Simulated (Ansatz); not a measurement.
GaN:

```
Ga N
1.0
     0.00000    2.13524    2.13524
     2.13524    0.00000    2.13524
     2.13524    2.13524    0.00000
Ga N
1 1
Direct
  0.00000 0.00000 0.00000
  0.50000 0.50000 0.50000
```

Measurements of this composition are mostly on another form, of space group No. 186.

Base run:

```yaml
Program: Ansatz 0.2.0
Functional: r2SCAN
Potentials_or_basis: Ansatz PAW
Cutoff: "500 eV (not typed: the program's choice for these potentials)"
k_mesh: 11 × 11 × 11
Occupations: fermi-dirac, width 0.05 eV
Spin: no spin polarisation
```

Its results: band gap on the k mesh 1.06 eV, indirect (least direct gap 2.89 eV); pressure -8.5 GPa.

Problem. After a change of settings the same cell gave: band gap on the k mesh 0.65 eV, indirect (least direct gap 2.38 eV); pressure 4.2 GPa. Which change was it?
A. functional from r2SCAN to PBE; cutoff from 500 eV (not typed: the program's choice for these potentials) to 420 eV (not typed: the program's choice for these potentials); occupations from fermi-dirac, width 0.05 eV to gaussian, width 0.012 eV
B. functional from r2SCAN to PBEsol; cutoff from 500 eV (not typed: the program's choice for these potentials) to 420 eV (not typed: the program's choice for these potentials)
C. functional from r2SCAN to BLYP; cutoff from 500 eV (not typed: the program's choice for these potentials) to 420 eV (not typed: the program's choice for these potentials)
D. functional from r2SCAN to RPBE; cutoff from 500 eV (not typed: the program's choice for these potentials) to 420 eV (not typed: the program's choice for these potentials)

Solution. D.

r2SCAN gives the wider gap, since meta-GGAs in the generalised Kohn-Sham scheme recover part of the derivative discontinuity.

Caveats: the k mesh misses the band edges, so the gap on the mesh is wider than the one along the path; the PAW data sets come from PBE, with cores solved anew for the run's functional, which leaves a small shift of forces and pressure.
